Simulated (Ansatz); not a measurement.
BP (zincblende) was put through Ansatz (plane waves). The geometry is the r2SCAN minimum.

Structure:
```cif
data_structure
_symmetry_space_group_name_H-M 'P 1'
_symmetry_Int_Tables_number 1
_cell_length_a 3.2079
_cell_length_b 3.2079
_cell_length_c 3.2079
_cell_angle_alpha 60.000
_cell_angle_beta 60.000
_cell_angle_gamma 60.000
_cell_volume 23.34
loop_
_atom_site_label
_atom_site_type_symbol
_atom_site_fract_x
_atom_site_fract_y
_atom_site_fract_z
_atom_site_occupancy
B1 B 0.00000 0.00000 0.00000 1
P1 P 0.25000 0.25000 0.25000 1
```

The log, with set-up remarks and timings taken out:
```
Functional definition: PBE
Crystal: 2 atoms, lattice volume = 23.342 Å³
Basis set: ecut = 420 eV, 459 PW (Γ)
Bands: 8, of which v1, the nominal top of the filled ones, is band 4 counted from 1 (3 counted from 0)
Symmetry: 24 space group operations
Space group: F-43m (ITA 216)
k-points: 16 of 216 (time reversal used)
preconditioner: auto → none  [insulator: Δε(μ)=1.330 eV  ℏωp=21.7 eV]
SCF converged after 6 iterations
Free energy (F): -912.429217 eV
Fermi energy:    9.282898 eV
--- Per-component energies (eV) ---
  E_band       = 22.306655
  E_kinetic    = 121.845866
  E_local      = -67.928050
  E_nonlocal   = 45.006362
  E_hartree    = 17.081109
  E_xc         = -94.889638
  E_vxc        = -100.569674
  E_paw        = -647.967218
  E_vpaw       = -10.210408
  E_ewald      = -285.577648
--- Band table (eV; the first three rows and the last of 16) ---
  k-point 0: bands = [-6.1841, 9.2829, 9.2829, 9.2829, 12.6855, 12.6855, 12.6855, 16.6685]
  k-point 1: bands = [-5.6862, 6.4464, 8.6180, 8.6180, 13.3031, 13.5883, 13.5883, 17.9529]
  k-point 2: bands = [-4.2684, 2.5485, 7.8142, 7.8142, 13.1804, 14.1359, 14.1359, 19.3901]
  k-point 15: bands = [-1.1253, 1.0547, 3.9788, 4.1028, 13.1082, 13.7286, 18.3853, 19.0510]
--- G₀W₀: contour deformation, 7 samples at zero and on the imaginary axis and 1 off it, 216 q-points, 248 empty bands' worth ---
    ik  band        ε_KS         Σx   Σc(E_QP)       V_xc       Z   E_QP_lin       E_QP  E_QP is
     0     3      9.2829   -16.4285     0.9432   -14.8019  0.7886     8.5967     8.5995  root
     0     4      9.2829   -16.4285     0.9432   -14.8019  0.7886     8.5967     8.5995  root
     0     5     12.6855    -8.6469    -4.6878   -13.5909  0.7885    12.9423    12.9418  root
     0     6     12.6855    -8.6469    -4.6878   -13.5909  0.7885    12.9423    12.9418  root
     1     3      8.6180   -16.4553     1.1382   -14.6235  0.7859     7.9212     7.9244  root
     1     4      8.6180   -16.4553     1.1382   -14.6235  0.7859     7.9212     7.9244  root
     1     5     13.3031    -8.7802    -4.9001   -13.8859  0.7855    13.5091    13.5087  root
     1     6     13.5883    -8.4659    -4.9900   -13.7297  0.7823    13.8628    13.8621  root
     2     3      7.8142   -16.8300     1.5230   -14.5672  0.7810     7.0701     7.0744  root
     2     4      7.8142   -16.8300     1.5230   -14.5672  0.7810     7.0701     7.0744  root
     2     5     13.1804    -8.9424    -5.0002   -14.1115  0.7858    13.3495    13.3492  root
     2     6     14.1359    -7.5751    -5.2155   -13.0760  0.7816    14.4222    14.4213  root
     3     3      7.5245   -17.0100     1.6737   -14.5766  0.7791     6.7599     6.7648  root
     3     4      7.5245   -17.0100     1.6737   -14.5766  0.7791     6.7599     6.7648  root
     3     5     13.0634    -9.0307    -5.0040   -14.1933  0.7864    13.2222    13.2219  root
     3     6     13.9895    -7.2092    -5.1609   -12.6436  0.7855    14.2638    14.2630  root
     4     3      7.5505   -16.4573     1.5022   -14.2314  0.7805     6.8225     6.8269  root
     4     4      7.5505   -16.4573     1.5022   -14.2314  0.7805     6.8225     6.8269  root
     4     5     11.7241    -8.2040    -4.4593   -12.8412  0.7950    11.9023    11.9020  root
     4     6     15.1391    -8.3979    -5.4887   -14.1822  0.7687    15.4357    15.4346  root
     9     3      5.7903   -17.0477     2.2945   -13.9518  0.7655     4.9812     4.9889  root
     9     4      5.7903   -17.0477     2.2945   -13.9518  0.7655     4.9812     4.9889  root
     9     5     10.6652    -7.8166    -4.2577   -12.1517  0.8010    10.7426    10.7425  root
     9     6     12.5888    -6.4324    -4.7994   -11.3334  0.8010    12.6905    12.6904  root
    12     3      5.1651   -17.2703     2.5726   -13.8759  0.7590     4.3342     4.3433  root
    12     4      5.1651   -17.2703     2.5726   -13.8759  0.7590     4.3342     4.3433  root
    12     5     10.6141    -7.2879    -4.3341   -11.6586  0.8017    10.6507    10.6506  root
    12     6     10.9407    -7.2032    -4.3741   -11.6468  0.8070    11.0102    11.0102  root
```

The points are ik 0 = (0, 0, 0) (Γ), ik 1 = (0, 0, 1/6), ik 2 = (0, 0, 1/3), ik 3 = (0, 0, -1/2), ik 4 = (0, 1/6, 1/6), ik 9 = (0, 1/3, 1/3), ik 12 = (0, -1/2, -1/2); band 4 is the last filled one.

Task: Which of these blocks stood in the input: relax, gw, phonons, dielectric, magnetization (spin_orbit)?

Result: gw. The quasiparticle table needs the gw block.

Task: Which k mesh was typed?

Result: 6×6×6, Γ-centred.

Task: How were the bands filled?

Result: Fixed occupations.

Wall time 17 s on 1 × NVIDIA H100 80GB HBM3 with 2 threads of AMD EPYC 7R13 Processor (Zen 3), on a shared host, load about 1.6 per core; peak host memory 1.3 GiB.

Calculated for a static, non-magnetic cell.
